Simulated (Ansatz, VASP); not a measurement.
# One calculation of Si3O2, two programs

```
Si O
1.0
     2.60479    0.00000    0.00000
     0.00000    2.60479    0.00000
     0.00000    0.00000    8.73886
Si O
3 2
Direct
  0.00000 0.50000 0.38978
  0.50000 0.00000 0.61022
  0.50000 0.50000 0.00000
  0.50000 0.00000 0.28014
  0.00000 0.50000 0.71986
```

Change from the starting cell: species swapped into the Er2Se3 type (P-4m2, No. 115).

Alike in both runs: task single point; functional PBE; k mesh 6 × 6 × 2; occupations gaussian, width 0.1 eV; collinear spin.

|  | VASP | Ansatz |
| --- | --- | --- |
| version | VASP 6.6.1 | Ansatz 0.2.0 |
| potentials or method | VASP PAW PBE potentials, release 64 (Si, O) | scalar-relativistic, plane waves, PAW |
| plane-wave cutoff (eV) | 520 | 420 |
| valence electrons in the cell | 24 | 24 |

|  | VASP | Ansatz | Ansatz less VASP |
| --- | --- | --- | --- |
| gap on the k mesh at the Fermi level (eV) | none | none | - |
| pressure (GPa) | 0.0 | -0.1 | -0.14 |
| largest component of the traceless stress (GPa) | 0.48 | 0.66 | +0.179 |
| rms of the force components (eV/Å) | 0.005 | 0.011 | +0.0059 |
| net moment per atom (μB) | 0.00 | 0.00 | 0.000 |

Atom by atom the forces differ by 0.013 eV/Å (rms over components). A gap of «none» marks a metal or a gap that the smearing closes. The functional is the same, so the differences come from potentials, cutoffs and numerics. Ansatz warned: «seeded_moment_not_kept».

Caveats: the k mesh is coarse (spacing up to 0.40 Å⁻¹), so the values aren't converged.
